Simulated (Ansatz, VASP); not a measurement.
## SnSe2 in VASP and in Ansatz

INCAR

```
  PREC = Accurate
  ENCUT = 520
  EDIFF = 1E-6
  ISMEAR = 0
  SIGMA = 0.01
  LREAL = F
  LASPH = T
  NELM = 80
  ALGO = Normal
  ISIF = 2
  LWAVE = F
  LCHARG = F
  GGA = PE
  NBANDS = 20
```

KPOINTS

```
Automatic mesh
0
Gamma
  6 6 4
```

The input POSCAR:

```
SnSe2
1.0
    3.8110000000      0.0000000000      0.0000000000
   -1.9055000000      3.3004200000      0.0000000000
    0.0000000000      0.0000000000      6.1360000000
Sn Se
1 2
Direct
    0.0000000000      0.0000000000      0.0081486310
    0.3333333333      0.6666666667      0.2490000000
    0.6666666667      0.3333333333      0.7510000000
```

Input for Ansatz:

```yaml
crystal:
  lattice:
    - [3.811, 0.0, 0.0]
    - [-1.9055, 3.30042, 0.0]
    - [0.0, 0.0, 6.136]
  atoms:
    - { symbol: Sn, position: [0.0, 0.0, 0.008148631029986964] }
    - { symbol: Se, position: [0.3333333333333333, 0.6666666666666666, 0.24900000000000003] }
    - { symbol: Se, position: [0.6666666666666666, 0.3333333333333333, 0.751] }
kpoints:
  mp_grid:
    grid: [6, 6, 4]
hamiltonian:
  xc: pbe
  pseudopotentials:
    kind: paw
scf:
  convergence:
    dr2_threshold: 1.0e-09
  occupations:
    method: fixed
output:
  forces: true
```

Alike in both runs: task single point; functional PBE; k mesh 6 × 6 × 4; no spin polarisation.

|  | VASP | Ansatz |
| --- | --- | --- |
| version | VASP 6.6.1 | Ansatz 0.2.0 |
| potentials or method | VASP PAW PBE potentials, release 64 (Sn_d, Se) | plane waves, PAW |
| plane-wave cutoff (eV) | 520 | 420 |
| occupations | gaussian, width 0.01 eV | fixed |
| valence electrons in the cell | 26 | 46 |

VASP gave:

| Property | Result |
| --- | --- |
| rms of the force components (eV/Å) | 0.507 |

Task: Which values does Ansatz return?

Result: rms of the force components (eV/Å): 0.500.

Atom by atom the forces differ by 0.008 eV/Å (rms over components). The two sets of potentials don't hold the same shells in valence.

Caveats: forces of over 1 eV/Å show positions far from the minimum, so gaps and moduli don't describe the material at rest. A k mesh can miss the band edges.
